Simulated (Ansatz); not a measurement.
## Moving the functional in As

The structure is orthorhombic, space group Cmce (No. 64). The conventional cell has a = 3.650 Å, b = 11.000 Å, c = 4.470 Å, α = 90.00°, β = 90.00°, γ = 90.00°. As (site symmetry m) has 3 As at 2.48 to 2.49 Å as nearest neighbours.

This isn't the form of As at room conditions, which is rhombohedral.

Kept alike: task equation of state; k mesh 8 × 8 × 6; occupations fermi-dirac, width 0.05 eV; no spin polarisation. Program: Ansatz, Ansatz PAW. Cutoffs run from 420 to 500 eV. The mesh is that of the run's cell of 4 atoms. No spin-orbit coupling.

```csv
functional,volume (Å³/atom),bulk modulus (GPa)
LDA,21.839,74.5
PBEsol,22.340,70.7
r2SCAN,22.858,69.9
```

Volume and modulus come from cells scaled at fixed shape and fractions; off cubic symmetry such a modulus can lie above the relaxed one. All rows use potentials made for PBE.

**Question.** What does the functional change here?

**Answer.** The volume runs from 21.839 (LDA) to 22.858 Å³/atom (r2SCAN). The bulk modulus runs from 69.9 (r2SCAN) to 74.5 GPa (LDA).
